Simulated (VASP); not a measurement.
VASP 6.6.1 run: SiC$_{3}$

INCAR

```
ENCUT = 520
LASPH = .TRUE.
LWAVE = .FALSE.
ISIF = 2
GGA = PE
LCHARG = .FALSE.
ISMEAR = -1
NELM = 64
PREC = Accurate
LREAL = .FALSE.
IBRION = -1
EDIFF = 1E-7
NSW = 0
SIGMA = 0.02
NBANDS = 48
```

KPOINTS

```
KPOINTS created by Atomic Simulation Environment
0
Gamma
10 10 10
0 0 0
```

POSCAR

```
C  Si
 1.0000000000000000
     1.4387886198946001    0.8306849970031174    4.6550861549000002
    -1.4387886198946001    0.8306849970031174    4.6550861549000002
     0.0000000000000000   -1.6613699940062354    4.6550861549000002
 C   Si
   3   1
Cartesian
  1.4387886198945998  0.8306849970031169  4.7664882233418338
 -0.0000000000000000 -0.0000000000000003  6.8365847026714519
  0.0000000000000001 -0.0000000000000003  5.2972643265726633
 -0.0000000000000001 -0.0000000000000005 12.1939512141425208
```

The recommended PBE PAW datasets give the neutral cell 16 valence electrons.

Command

```
mpirun -np 1 vasp_std
```

OSZICAR

```
N       E                     dE             d eps       ncg     rms          rms(c)
DAV:   1     0.341086330399E+02    0.34109E+02   -0.55634E+03 11136   0.306E+02
DAV:   2    -0.317453305846E+02   -0.65854E+02   -0.61569E+02 13768   0.950E+01
DAV:   3    -0.333860934248E+02   -0.16408E+01   -0.16224E+01 13552   0.120E+01
DAV:   4    -0.333888078562E+02   -0.27144E-02   -0.27142E-02 12832   0.520E-01
DAV:   5    -0.333888118424E+02   -0.39863E-05   -0.39862E-05 13584   0.207E-02    0.106E+01
DAV:   6    -0.312178404664E+02    0.21710E+01   -0.12016E-01 12648   0.472E+00    0.489E+00
DAV:   7    -0.310339854972E+02    0.18385E+00   -0.22241E-01 13816   0.160E+00    0.244E+00
DAV:   8    -0.310140329665E+02    0.19953E-01   -0.26549E-02 12776   0.605E-01    0.457E-01
DAV:   9    -0.310147058966E+02   -0.67293E-03   -0.19162E-03 13504   0.155E-01    0.174E-01
DAV:  10    -0.310148437943E+02   -0.13790E-03   -0.20160E-04 13088   0.555E-02    0.559E-02
DAV:  11    -0.310148750999E+02   -0.31306E-04   -0.30423E-05 13368   0.199E-02    0.221E-02
DAV:  12    -0.310148804628E+02   -0.53629E-05   -0.35532E-06 13240   0.727E-03    0.536E-03
DAV:  13    -0.310148812726E+02   -0.80985E-06   -0.58770E-07 13216   0.236E-03    0.275E-03
DAV:  14    -0.310148814406E+02   -0.16792E-06   -0.60662E-08 13200   0.853E-04    0.549E-04
DAV:  15    -0.310148813983E+02    0.42307E-07   -0.82509E-09  8248   0.318E-04
   1 F= -.31014881E+02 E0= -.31014881E+02  d E =-.539466E-12
```

From OUTCAR

```
k-points           NKPTS =    116   k-points in BZ     NKDIM =    116   number of bands    NBANDS=     48

   NELECT =      16.0000    total number of electrons

   dimension x,y,z NGX =    40 NGY =   40 NGZ =   40
   dimension x,y,z NGXF=    80 NGYF=   80 NGZF=   80

  energy-cutoff  :      520.00
  volume of cell :       33.38
      direct lattice vectors                 reciprocal lattice vectors
     1.438788620  0.830684997  4.655086155     0.347514564  0.200637627  0.071606265
    -1.438788620  0.830684997  4.655086155    -0.347514564  0.200637627  0.071606265
     0.000000000 -1.661369994  4.655086155     0.000000000 -0.401275254  0.071606265

 k-points in reciprocal lattice and weights: KPOINTS created by Atomic Simulation Env
   0.00000000  0.00000000  0.00000000       0.001
   0.10000000 -0.00000000  0.00000000       0.006
   0.20000000 -0.00000000  0.00000000       0.006
   0.30000000 -0.00000000  0.00000000       0.006
   0.40000000  0.00000000  0.00000000       0.006
   0.50000000 -0.00000000  0.00000000       0.003
   0.10000000  0.10000000  0.00000000       0.006
   0.20000000  0.10000000  0.00000000       0.012
   ...

 E-fermi :   9.1184

 k-point     1 :       0.0000    0.0000    0.0000
  band No.  band energies     occupation
      1      -9.4108      2.00000
      2      -4.6446      2.00000
      3      -2.2923      2.00000
      4       5.8919      2.00000
      5       5.8919      2.00000
      6       7.8403      2.00000
      7       8.6739      2.00000
      8       8.6739      2.00000
      9      12.0637      0.00000
     10      13.2646      0.00000
     11      13.2646      0.00000
     12      13.9442      0.00000
     13      16.6702      0.00000
     14      16.9960      0.00000
     15      16.9960      0.00000
     16      21.4804      0.00000
     17      23.6528      0.00000
     18      24.9492      0.00000
     19      24.9492      0.00000
     20      26.9632      0.00000
     21      27.6689      0.00000
     22      27.6689      0.00000
     23      28.6702      0.00000
     24      30.3919      0.00000
     25      30.3919      0.00000
     26      32.6692      0.00000
     27      33.6978      0.00000
     28      33.6978      0.00000
     29      34.8700      0.00000
     30      40.4373      0.00000
     31      45.4882      0.00000
     32      45.4882      0.00000
     33      46.0980      0.00000
     34      48.6198      0.00000
     35      48.6198      0.00000
     36      51.2493      0.00000
     37      51.2493      0.00000
     38      52.9555      0.00000
     39      53.2345      0.00000
     40      53.2345      0.00000
     41      57.7100      0.00000
     42      58.0260      0.00000
     43      58.0260      0.00000
     44      58.3868      0.00000
     45      58.8162      0.00000
     46      62.6062      0.00000
     47      62.6062      0.00000
     48      62.7827      0.00000

 ...

  Total       -1.5192020     -1.5192020      0.7936846      0.0000000     -0.0000000      0.0000000
  in kB      -72.9144784    -72.9144784     38.0930909      0.0000000     -0.0000000      0.0000000
  external PRESSURE =     -35.9119553 kB  Pullay stress =       0.0000000 kB

 POSITION                                       TOTAL-FORCE (eV/Angst)
 -----------------------------------------------------------------------------------
      0.00000     -0.00000      0.11140         0.000000     -0.000000      0.219592
      0.00000     -0.00000      6.83658         0.000000      0.000000     -0.269250
      0.00000     -0.00000      5.29726         0.000000      0.000000     -0.140758
      0.00000     -0.00000     12.19395         0.000000     -0.000000      0.190416
 -----------------------------------------------------------------------------------
    total drift:                               -0.000000     -0.000000     -0.000017

  FREE ENERGIE OF THE ION-ELECTRON SYSTEM (eV)
  ---------------------------------------------------
  free  energy   TOTEN  =       -31.0148813983 eV

  energy  without entropy=      -31.0148813983  energy(sigma->0) =      -31.01488140
```

It converged. Results: gap between bands v and c on the k mesh 1.76 eV; least direct gap on the k mesh 3.25 eV; pressure -3.6 GPa; largest force 0.27 eV/Å. Band v is the last that the valence electrons fill when counted band by band, and c is the next.

For comparison, a separate PBE run of the intended cell, on usual settings and not on those above, gives a gap of 1.76 eV on its mesh and a pressure of -3.6 GPa.

The run above took about 8.4 min on one core of a shared host (Intel Xeon Platinum 8488C) and held 0.29 GiB at most.
